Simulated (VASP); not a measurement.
Set up this calculation in VASP 6.6.1, as the native input.

```
Task                   : single point
Functional             : PBE
Potentials or basis    : VASP PAW PBE potentials, release 64 (Rh_pv)
Cutoff                 : 520 eV
k mesh                 : 11 × 11 × 1
Occupations            : gaussian, width 0.1 eV
Spin                   : no spin polarisation
Dipole correction      : yes
Further INCAR settings : ALGO = Normal; EDIFF = 1e-06; NBANDS = 30
```

The structure of Rh lies in POSCAR:

```
Rh
1.0
    2.7082931623      0.0000000000      0.0000000000
    0.0000000000      2.7082931623      0.0000000000
    0.0000000000      0.0000000000     17.8301049210
Rh
3
Direct
    0.5000000000      0.5000000000      0.3925944368
    0.0000000000      0.0000000000      0.4957007222
    0.5000000000      0.5000000000      0.5986358163
```

The slab is cut from a database's or a generator's crystal, which needn't be the stable form of the element.

The cell isn't the ideal one: clean slab, lower half held.

These files were run (other wordings do the same):

INCAR

```
PREC = Accurate
ENCUT = 520
EDIFF = 1E-6
ISMEAR = 0
SIGMA = 0.1
LREAL = F
LASPH = T
NELM = 100
ALGO = Normal
ISIF = 2
LWAVE = F
LCHARG = F
LDIPOL = T
IDIPOL = 3
DIPOL = 0.5 0.5 0.496
GGA = PE
NBANDS = 30
```

KPOINTS

```
Automatic mesh
0
Gamma
  11 11 1
```

Potentials or basis: VASP PAW PBE potentials, release 64 (Rh_pv).

Launch:

```bash
$ cat potpaw_PBE.64/Rh_pv/POTCAR > POTCAR
$ mpirun -np 1 vasp_std > vasp.out
```

It gave:

* Largest force: 0.022 eV/Å
* Band gap on the k mesh: none (metal or under the smearing width)

Wall time 97 s on 1 thread of Intel(R) Xeon(R) Platinum 8488C (Sapphire Rapids), on a shared host, peak memory 0.25 GiB.
